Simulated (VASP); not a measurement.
# Shielding tensors and field gradients of NaCl, part 3 of 3

Aim: NMR shielding tensors and field gradients of NaCl. The cell is of the rock-salt type, one of the forms listed for this formula, which need not be the common one. The start is a cell from a database of measured crystal structures.

VASP 6.6.1, plane waves and PAW; the level of theory is named at each step.

So far. Step 2 (Ground state): The cell has a gap of 5.15 eV on this mesh.

The database entry behind the starting cell differs from later determinations by our own check (an axis about 0.4 % short against later determinations), so it need not match the best structure at ambient conditions.

**4. Another functional**

This step: chemical shifts by linear response (GIPAW), PBEsol; plane waves and PAW (Cl, Na_pv) (VASP 6.6.1).

The functional is changed, to see how much the shieldings depend on it.

Input file INCAR:

```
SYSTEM = NaCl
PREC = Accurate
ENCUT = 370
EDIFF = 1E-09
NELM = 100
ISMEAR = 0
SIGMA = 0.01
LREAL = .FALSE.
ALGO = Normal
GGA = PS
NBANDS = 13
LWAVE = .FALSE.
LCHARG = .FALSE.
KPAR = 4
LCHIMAG = .TRUE.
LEFG = .TRUE.
DQ = 0.001
ICHIBARE = 1
LNMR_SYM_RED = .TRUE.
```

Input file POSCAR:

```
NaCl
1.0
    0.0000000000      2.8100000000      2.8100000000
    2.8100000000      0.0000000000      2.8100000000
    2.8100000000      2.8100000000      0.0000000000
Cl Na
1 1
Direct
    0.5000000000      0.5000000000      0.5000000000
    0.0000000000      0.0000000000      0.0000000000
```

Input file KPOINTS:

```
Automatic mesh
0
Gamma
6 6 6
0 0 0
```

PAW data sets: Cl and Na_pv (PBE family, release 64).

The run is started by

```sh
mpirun -np 4 vasp_std
```

What it wrote:

```text
[banner, memory and clock lines left out]
running    4 mpi-ranks, on    1 nodes
 distrk:  each k-point on    1 cores,    4 groups
 distr:  one band on    1 cores,    1 groups

 POSCAR found type information on POSCAR ClNa
 POSCAR found :  2 types and       2 ions
|                                                                             |
|               ----> ADVICE to this user running VASP <----                  |
|                                                                             |
|     You enforced a specific xc type in the INCAR file but a different       |
|     [... a line on the potential file left out ...]
|     I HOPE YOU KNOW WHAT YOU ARE DOING!                                     |
|                                                                             |

 LDA part: xc-table for (Slater+PW92), standard interpolation
 POSCAR, INCAR and KPOINTS ok, starting setup
 FFT: planning ... GRIDC
 FFT: planning ... GRID_SOFT
 FFT: planning ... GRID
 WAVECAR not read
 entering main loop
       N       E                     dE             d eps       ncg     rms          rms(c)
DAV:   1     0.781334126155E+02    0.78133E+02   -0.60293E+03   437   0.837E+02
DAV:   2    -0.123523903889E+01   -0.79369E+02   -0.73720E+02   444   0.230E+02
DAV:   3    -0.706404237201E+01   -0.58288E+01   -0.57924E+01   546   0.647E+01
DAV:   4    -0.715751064577E+01   -0.93468E-01   -0.93433E-01   466   0.853E+00
DAV:   5    -0.715968630025E+01   -0.21757E-02   -0.21756E-02   519   0.128E+00    0.187E+00
DAV:   6    -0.700426993607E+01    0.15542E+00   -0.26763E-01   501   0.372E+00    0.134E+00
DAV:   7    -0.699387437055E+01    0.10396E-01   -0.63531E-02   536   0.172E+00    0.913E-01
DAV:   8    -0.699740422921E+01   -0.35299E-02   -0.76509E-03   456   0.843E-01    0.266E-01
DAV:   9    -0.699731291469E+01    0.91315E-04   -0.18821E-04   521   0.111E-01    0.166E-01
DAV:  10    -0.699735558583E+01   -0.42671E-04   -0.28373E-04   451   0.109E-01    0.563E-02
DAV:  11    -0.699734519025E+01    0.10396E-04   -0.20137E-05   476   0.335E-02    0.186E-02
DAV:  12    -0.699734443908E+01    0.75117E-06   -0.33699E-06   471   0.115E-02    0.203E-03
DAV:  13    -0.699734465247E+01   -0.21339E-06   -0.83944E-08   501   0.211E-03    0.779E-04
DAV:  14    -0.699734464054E+01    0.11929E-07   -0.23801E-09   514   0.465E-04    0.804E-04
DAV:  15    -0.699734465799E+01   -0.17451E-07   -0.49959E-09   466   0.402E-04    0.772E-05
DAV:  16    -0.699734465419E+01    0.37994E-08   -0.66600E-11   298   0.934E-05    0.452E-05
DAV:  17    -0.699734465304E+01    0.11528E-08   -0.21561E-11   248   0.282E-05    0.143E-05
DAV:  18    -0.699734465309E+01   -0.53660E-10   -0.93103E-12   268   0.160E-05
ion   1
     0.0000000    -0.0000000     0.0000000    -0.0000000    -0.0000000    -0.0000000
     0.0000382    -0.0000000     0.0000000    -0.0000000    -0.0000000    -0.0000000
     0.0000526    -0.0000000     0.0000000    -0.0000000    -0.0000000    -0.0000000
     0.0000724    -0.0000000     0.0000000    -0.0000000    -0.0000000    -0.0000000
     0.0000997    -0.0000000     0.0000000    -0.0000000    -0.0000000    -0.0000000

     0.0000000    -0.0000000     0.0000000    -0.0000000    -0.0000000    -0.0000000
     0.0000382    -0.0000000     0.0000000    -0.0000000    -0.0000000    -0.0000000
     0.0000526    -0.0000000     0.0000000    -0.0000000    -0.0000000    -0.0000000
     0.0000724    -0.0000000     0.0000000    -0.0000000    -0.0000000    -0.0000000
     0.0000997    -0.0000000     0.0000000    -0.0000000    -0.0000000    -0.0000000

ion   2
     0.0000000    -0.0000000     0.0000000     0.0000000     0.0000000     0.0000000
     0.0000330    -0.0000000     0.0000000     0.0000000     0.0000000     0.0000000
     0.0000455    -0.0000000     0.0000000     0.0000000     0.0000000     0.0000000
     0.0000627    -0.0000000     0.0000000     0.0000000     0.0000000     0.0000000
     0.0000863    -0.0000000     0.0000000     0.0000000     0.0000000     0.0000000

     0.0000000    -0.0000000     0.0000000     0.0000000     0.0000000     0.0000000
     0.0000330    -0.0000000     0.0000000     0.0000000     0.0000000     0.0000000
     0.0000455    -0.0000000     0.0000000     0.0000000     0.0000000     0.0000000
     0.0000627    -0.0000000     0.0000000     0.0000000     0.0000000     0.0000000
     0.0000863    -0.0000000     0.0000000     0.0000000     0.0000000     0.0000000

   1 F= -.69973447E+01 E0= -.69973447E+01  d E =-.198593E-15
DAV:   1    -0.163669576462E+03   -0.16367E+03    0.00000E+00     0   0.000E+00
DAV:   2    -0.163669576462E+03    0.00000E+00    0.00000E+00     0   0.000E+00
BDIR= 1  IDIR= 2  IQ= -1
DAV:   1    -0.327337844820E+03   -0.32734E+03   -0.10063E-02   516   0.713E-01
DAV:   2    -0.327337918212E+03   -0.73393E-04   -0.73393E-04   436   0.193E-01
DAV:   3    -0.327337919198E+03   -0.98589E-06   -0.98583E-06   545   0.293E-02
DAV:   4    -0.327337919220E+03   -0.21789E-07   -0.21841E-07   500   0.359E-03
DAV:   5    -0.327337919220E+03   -0.53512E-09   -0.57090E-09   520   0.611E-04
       N       E                     dE             d eps       ncg     rms
RMM:   1    -0.389027577686E+02   -0.38903E+02   -0.30267E+02   769   0.871E+01
RMM:   2    -0.403132328105E+02   -0.14105E+01   -0.39062E+00   805   0.155E+01
RMM:   3    -0.404073578909E+02   -0.94125E-01   -0.59119E-01   852   0.525E+00
RMM:   4    -0.404147648495E+02   -0.74070E-02   -0.26402E-02   848   0.111E+00
RMM:   5    -0.404152360942E+02   -0.47124E-03   -0.15345E-03   873   0.258E-01
RMM:   6    -0.404152786394E+02   -0.42545E-04   -0.10008E-04   871   0.454E-02
RMM:   7    -0.404152832822E+02   -0.46428E-05   -0.12282E-05   874   0.128E-02
RMM:   8    -0.404152838590E+02   -0.57679E-06   -0.13502E-06   855   0.326E-03
RMM:   9    -0.404152839381E+02   -0.79033E-07   -0.19962E-07   820   0.971E-04
RMM:  10    -0.404152839483E+02   -0.10191E-07   -0.21463E-08   713   0.286E-04
RMM:  11    -0.404152839496E+02   -0.13610E-08   -0.34803E-09   607   0.106E-04
RMM:  12    -0.404152839498E+02   -0.18601E-09   -0.41996E-10   527   0.567E-05
BDIR= 1  IDIR= 2  IQ=  0
DAV:   1    -0.327339148417E+03   -0.32734E+03   -0.49706E-13   253   0.894E-06
DAV:   2    -0.327339148417E+03   -0.63665E-11   -0.14489E-12   228   0.324E-06
       N       E                     dE             d eps       ncg     rms
RMM:   1    -0.389164964506E+02   -0.38916E+02   -0.30273E+02   769   0.871E+01
RMM:   2    -0.403293382321E+02   -0.14128E+01   -0.39130E+00   796   0.155E+01
RMM:   3    -0.404232151481E+02   -0.93877E-01   -0.58853E-01   824   0.525E+00
RMM:   4    -0.404308731747E+02   -0.76580E-02   -0.27679E-02   819   0.111E+00
[...]
RMM:   5    -0.438963961575E+02   -0.78434E-03   -0.24761E-03   889   0.331E-01
RMM:   6    -0.438964729111E+02   -0.76754E-04   -0.19420E-04   892   0.620E-02
RMM:   7    -0.438964821948E+02   -0.92837E-05   -0.24660E-05   888   0.195E-02
RMM:   8    -0.438964832725E+02   -0.10777E-05   -0.26519E-06   887   0.529E-03
RMM:   9    -0.438964834240E+02   -0.15151E-06   -0.37739E-07   823   0.170E-03
RMM:  10    -0.438964834414E+02   -0.17441E-07   -0.40187E-08   777   0.520E-04
RMM:  11    -0.438964834440E+02   -0.25339E-08   -0.61493E-09   661   0.175E-04
RMM:  12    -0.438964834443E+02   -0.28496E-09   -0.59404E-10   564   0.735E-05
BDIR= 3  IDIR= 1  IQ=  0
DAV:   1    -0.327339148417E+03   -0.32734E+03   -0.67138E-13   253   0.894E-06
DAV:   2    -0.327339148417E+03   -0.19270E-10   -0.19347E-12   228   0.324E-06
       N       E                     dE             d eps       ncg     rms
RMM:   1    -0.419300143789E+02   -0.41930E+02   -0.30722E+02   780   0.884E+01
RMM:   2    -0.437720586036E+02   -0.18420E+01   -0.47859E+00   806   0.161E+01
RMM:   3    -0.438943956816E+02   -0.12234E+00   -0.74334E-01   843   0.581E+00
RMM:   4    -0.439052504446E+02   -0.10855E-01   -0.33933E-02   834   0.121E+00
RMM:   5    -0.439060341483E+02   -0.78370E-03   -0.24809E-03   860   0.330E-01
RMM:   6    -0.439061110683E+02   -0.76920E-04   -0.19402E-04   863   0.618E-02
RMM:   7    -0.439061204055E+02   -0.93372E-05   -0.24841E-05   855   0.194E-02
RMM:   8    -0.439061214935E+02   -0.10880E-05   -0.26724E-06   846   0.528E-03
RMM:   9    -0.439061216467E+02   -0.15328E-06   -0.38250E-07   787   0.170E-03
RMM:  10    -0.439061216645E+02   -0.17723E-07   -0.40729E-08   713   0.519E-04
RMM:  11    -0.439061216670E+02   -0.25757E-08   -0.62684E-09   616   0.175E-04
RMM:  12    -0.439061216673E+02   -0.29157E-09   -0.59861E-10   530   0.727E-05
BDIR= 3  IDIR= 1  IQ=  1
DAV:   1    -0.327340844824E+03   -0.32734E+03   -0.10018E-02   516   0.710E-01
DAV:   2    -0.327340919154E+03   -0.74329E-04   -0.74329E-04   436   0.194E-01
DAV:   3    -0.327340920154E+03   -0.10005E-05   -0.10004E-05   537   0.285E-02
DAV:   4    -0.327340920180E+03   -0.25869E-07   -0.25922E-07   479   0.398E-03
DAV:   5    -0.327340920181E+03   -0.92325E-09   -0.88079E-09   531   0.742E-04
       N       E                     dE             d eps       ncg     rms
RMM:   1    -0.419382036064E+02   -0.41938E+02   -0.30720E+02   780   0.884E+01
RMM:   2    -0.437806670529E+02   -0.18425E+01   -0.47852E+00   812   0.161E+01
RMM:   3    -0.439034929888E+02   -0.12283E+00   -0.74666E-01   866   0.581E+00
RMM:   4    -0.439141300460E+02   -0.10637E-01   -0.32721E-02   864   0.121E+00
RMM:   5    -0.439149072517E+02   -0.77721E-03   -0.24957E-03   889   0.331E-01
RMM:   6    -0.439149853482E+02   -0.78097E-04   -0.19728E-04   890   0.622E-02
RMM:   7    -0.439149948390E+02   -0.94908E-05   -0.25122E-05   886   0.196E-02
RMM:   8    -0.439149959472E+02   -0.11083E-05   -0.27219E-06   881   0.533E-03
RMM:   9    -0.439149961037E+02   -0.15645E-06   -0.38916E-07   822   0.172E-03
RMM:  10    -0.439149961218E+02   -0.18159E-07   -0.41752E-08   779   0.527E-04
RMM:  11    -0.439149961245E+02   -0.26397E-08   -0.64021E-09   665   0.177E-04
RMM:  12    -0.439149961248E+02   -0.31172E-09   -0.72525E-10   567   0.737E-05
BDIR= 3  IDIR= 2  IQ= -1
DAV:   1    -0.327337844819E+03   -0.32734E+03   -0.10063E-02   516   0.713E-01
DAV:   2    -0.327337918212E+03   -0.73393E-04   -0.73393E-04   436   0.193E-01
DAV:   3    -0.327337919198E+03   -0.98580E-06   -0.98583E-06   545   0.293E-02
DAV:   4    -0.327337919220E+03   -0.21859E-07   -0.21840E-07   500   0.359E-03
DAV:   5    -0.327337919220E+03   -0.56627E-09   -0.57064E-09   520   0.611E-04
       N       E                     dE             d eps       ncg     rms
RMM:   1    -0.420967486300E+02   -0.42097E+02   -0.31345E+02   763   0.883E+01
RMM:   2    -0.438544730384E+02   -0.17577E+01   -0.46201E+00   806   0.161E+01
RMM:   3    -0.439730262500E+02   -0.11855E+00   -0.70816E-01   853   0.568E+00
RMM:   4    -0.439826388060E+02   -0.96126E-02   -0.31513E-02   855   0.123E+00
RMM:   5    -0.439833309900E+02   -0.69218E-03   -0.22509E-03   875   0.320E-01
RMM:   6    -0.439833975831E+02   -0.66593E-04   -0.17479E-04   881   0.624E-02
RMM:   7    -0.439834055229E+02   -0.79398E-05   -0.21279E-05   877   0.181E-02
RMM:   8    -0.439834064412E+02   -0.91832E-06   -0.22162E-06   866   0.497E-03
RMM:   9    -0.439834065689E+02   -0.12766E-06   -0.32480E-07   815   0.155E-03
RMM:  10    -0.439834065835E+02   -0.14583E-07   -0.31115E-08   758   0.472E-04
RMM:  11    -0.439834065854E+02   -0.19785E-08   -0.49847E-09   647   0.158E-04
RMM:  12    -0.439834065857E+02   -0.21968E-09   -0.37147E-10   547   0.673E-05
BDIR= 3  IDIR= 2  IQ=  0
DAV:   1    -0.327339148417E+03   -0.32734E+03   -0.98450E-13   253   0.894E-06
DAV:   2    -0.327339148417E+03    0.58549E-10   -0.18197E-12   228   0.324E-06
       N       E                     dE             d eps       ncg     rms
RMM:   1    -0.420768421034E+02   -0.42077E+02   -0.31339E+02   763   0.883E+01
RMM:   2    -0.438330823196E+02   -0.17562E+01   -0.46192E+00   797   0.161E+01
RMM:   3    -0.439510372886E+02   -0.11795E+00   -0.70446E-01   829   0.568E+00
RMM:   4    -0.439608735338E+02   -0.98362E-02   -0.32787E-02   822   0.123E+00
RMM:   5    -0.439615717977E+02   -0.69826E-03   -0.22307E-03   843   0.319E-01
RMM:   6    -0.439616372177E+02   -0.65420E-04   -0.17214E-04   849   0.621E-02
RMM:   7    -0.439616450239E+02   -0.78062E-05   -0.21024E-05   835   0.180E-02
RMM:   8    -0.439616459242E+02   -0.90028E-06   -0.21740E-06   832   0.493E-03
RMM:   9    -0.439616460493E+02   -0.12511E-06   -0.31956E-07   773   0.153E-03
RMM:  10    -0.439616460636E+02   -0.14243E-07   -0.30388E-08   696   0.465E-04
RMM:  11    -0.439616460655E+02   -0.19374E-08   -0.49026E-09   599   0.156E-04
RMM:  12    -0.439616460657E+02   -0.21411E-09   -0.36462E-10   506   0.668E-05
BDIR= 3  IDIR= 2  IQ=  1
DAV:   1    -0.327340391723E+03   -0.32734E+03   -0.10062E-02   511   0.713E-01
DAV:   2    -0.327340465070E+03   -0.73347E-04   -0.73347E-04   436   0.193E-01
DAV:   3    -0.327340466055E+03   -0.98455E-06   -0.98459E-06   553   0.293E-02
DAV:   4    -0.327340466073E+03   -0.18645E-07   -0.18660E-07   487   0.322E-03
DAV:   5    -0.327340466074E+03   -0.71390E-09   -0.56842E-09   512   0.613E-04
       N       E                     dE             d eps       ncg     rms
RMM:   1    -0.420562114244E+02   -0.42056E+02   -0.31334E+02   762   0.884E+01
RMM:   2    -0.438107531227E+02   -0.17545E+01   -0.46160E+00   803   0.161E+01
RMM:   3    -0.439286163653E+02   -0.11786E+00   -0.70446E-01   850   0.568E+00
RMM:   4    -0.439384465835E+02   -0.98302E-02   -0.32812E-02   856   0.123E+00
RMM:   5    -0.439391462503E+02   -0.69967E-03   -0.22348E-03   874   0.320E-01
RMM:   6    -0.439392116208E+02   -0.65370E-04   -0.17189E-04   882   0.623E-02
RMM:   7    -0.439392193867E+02   -0.77659E-05   -0.20889E-05   876   0.181E-02
RMM:   8    -0.439392202798E+02   -0.89312E-06   -0.21641E-06   874   0.495E-03
RMM:   9    -0.439392204039E+02   -0.12405E-06   -0.31598E-07   816   0.154E-03
RMM:  10    -0.439392204180E+02   -0.14068E-07   -0.30160E-08   759   0.466E-04
RMM:  11    -0.439392204199E+02   -0.19193E-08   -0.48410E-09   642   0.156E-04
RMM:  12    -0.439392204201E+02   -0.21164E-09   -0.36406E-10   546   0.672E-05
       N       E                     dE             d eps       ncg     rms
RLQ:   1    -0.731267803382E+00   -0.73127E+00   -0.56434E+01   375   0.781E+01
RLQ:   2    -0.736006302920E+00   -0.47385E-02   -0.11792E-02   650   0.536E-01
RLQ:   3    -0.736232161197E+00   -0.22586E-03   -0.73565E-04   647   0.151E-01
RLQ:   4    -0.736245173977E+00   -0.13013E-04   -0.28687E-05   639   0.321E-02
RLQ:   5    -0.736245802755E+00   -0.62878E-06   -0.23190E-06   646   0.768E-03
RLQ:   6    -0.736245859896E+00   -0.57142E-07   -0.18412E-07   595   0.212E-03
RLQ:   7    -0.736245866500E+00   -0.66033E-08   -0.22535E-08   533   0.594E-04
RLQ:   8    -0.736245867240E+00   -0.74074E-09   -0.20993E-09   437   0.181E-04
```

It took 78 s on 4 MPI ranks of AMD EPYC 7R43, shared host; peak memory 0.54 GiB; 4.6 min of CPU time.

OUTCAR, selected parts (step 4):

```text
The static configuration has the point symmetry O_h .

 Found     16 irreducible k-points:

   NELECT =      14.0000    total number of electrons

  Total       -0.0987504     -0.0987504     -0.0987504      0.0000000      0.0000000      0.0000000
  in kB       -3.5653365     -3.5653365     -3.5653365      0.0000000      0.0000000      0.0000000
  external PRESSURE =      -3.5653365 kB  Pullay stress =       0.0000000 kB

 POSITION                                       TOTAL-FORCE (eV/Angst)
 -----------------------------------------------------------------------------------
      2.81000      2.81000      2.81000        -0.000000     -0.000000     -0.000000
      0.00000      0.00000      0.00000         0.000000      0.000000      0.000000
 -----------------------------------------------------------------------------------
    total drift:                                0.000000      0.000000      0.000000

  ORBITAL MAGNETIC SUSCEPTIBILITY, excluding core contribution
 -------------------------------------------------------------
  Approximate magnetic susceptibility, pGv (10^-6 cm^3/mole)
     1        -27.918025         -0.000000         -0.000000
     2          0.000000        -27.918025          0.000000
     3         -0.000000          0.000000        -27.918025
 -------------------------------------------------------------
  Approximate magnetic susceptibility, vGv (10^-6 cm^3/mole)
     1        -25.245195         -0.000000          0.000000
     2          0.000000        -25.245195          0.000000
     3         -0.000000          0.000000        -25.245195

  BDIR labels direction of applied magnetic field (i.e. B0)
  For BDIR==1, B0 along x-axis, etc.
  Induced field listed along cartesian directions for each BDIR
 ------------------------------------------------------------------------------------------
                 EXCLUDING G=0 CONTRIBUTION              INCLUDING G=0 CONTRIBUTION
 ------------------------------------------------------------------------------------------
  ion  BDIR            X           Y           Z                X           Y           Z
          (   iso_shield        span        skew ) (   iso_shield        span        skew )
 ------------------------------------------------------------------------------------------
    1     1     953.6988      0.0000     -0.0000         963.2621      0.0000     -0.0000
          2       0.0000    953.6988      0.0000           0.0000    963.2621      0.0000
          3       0.0000      0.0000    953.6988           0.0000      0.0000    963.2621
          (     953.6988      0.0000      0.0000 ) (     963.2621      0.0000      0.0000 )

    2     1     536.0884      0.0000     -0.0000         545.6516      0.0000     -0.0000
          2      -0.0000    536.0884      0.0000          -0.0000    545.6516      0.0000
          3      -0.0000     -0.0000    536.0884          -0.0000     -0.0000    545.6516
          (     536.0884      0.0000      0.0000 ) (     545.6516      0.0000      0.0000 )
 ------------------------------------------------------------------------------------------

[... 10 parts as in an earlier step ...]

[... 1 further part left out ...]
```

The PAW data sets were made with PBE, which is usual practice but a small mismatch for other functionals.

Numbers from this step:

* free energy (TOTEN): -6.997 eV
* Fermi energy: -0.6702 eV
* pressure: -0.3565 GPa
* gap on the k-mesh: 4.969 eV
* least direct gap on the k-mesh: 4.969 eV

Valence and core; the G = 0 term is that of a spherical sample. NMR shielding, by row:

```csv
atom,isotropic shielding (ppm),span (ppm),skew,isotropic shielding without the G = 0 term (ppm)
Cl1,963.3,0,-,953.7
Na2,545.7,0,-,536.1
```

Ordered as |Vzz| ≥ |Vxx| ≥ |Vyy|, the program's way. Electric field gradients, by row:

```csv
atom,Vxx (V/Å²),Vyy (V/Å²),Vzz (V/Å²),asymmetry
Cl1,0,0,0.001,-
Na2,-0.001,-0.001,0.002,-
```

Against the first shielding run the largest change is -12.0 ppm, on Cl1.

**5. Summary**

This step: chemical shifts by linear response (GIPAW), PBE, PBEsol; plane waves and PAW (VASP 6.6.1).

This step runs nothing: it gathers the runs above.

Isotropic shieldings. Cost is wall time times ranks on a shared host. Shieldings by setting:

```csv
run,ENCUT (eV),k mesh,"Cl1, Wyckoff letter b (ppm)","Na2, Wyckoff letter a (ppm)",cost (core minutes)
first shielding run,370,6x6x6,975.3,548.3,5.27
another functional,370,6x6x6,963.3,545.7,5.2
```

**6. Summary of results**

| Item | Value |
| --- | --- |
| Cl, isotropic shielding | 975.3 ppm |
| Na, isotropic shielding | 548.3 ppm |

In words: At PBE, in the first shielding run, the isotropic shieldings are Cl 975.3 ppm; Na 548.3 ppm. In the first shielding run all tensors are isotropic to 0.5 ppm, as the cubic site symmetry asks. In the undistorted cell the field gradients vanish by symmetry; what its table shows is numerical noise. Against the first shielding run, the one with another functional moves the shieldings by at most 12 ppm. Shifts were not obtained, since a shift is the shielding of a reference compound, computed alike, less these values. The G = 0 term is the part set by the sample's shape, taken here for a sphere. No finer mesh was run, so convergence in it isn't shown. VASP's guide advises LASPH and NLSPLINE for shieldings, which this input doesn't set; the effect wasn't tested. Where the functional isn't the one that the data sets were made with, the shieldings hold that mismatch too. The cell is of the rock-salt type, one of the forms listed for this formula, which need not be the common one.

[Lines on the potential files, build, host, timing and source positions are cut from VASP's logs without a mark.]

[Logs are printed without paths, hosts, clocks, repeated set-up lines and the standing remarks that a program may print on its own settings, such as how far it seeks lower states.]

[Hosts, paths, dates, database ids (printed as entryN), source tags and the programs' standing remarks are cut or masked in the printed files.]
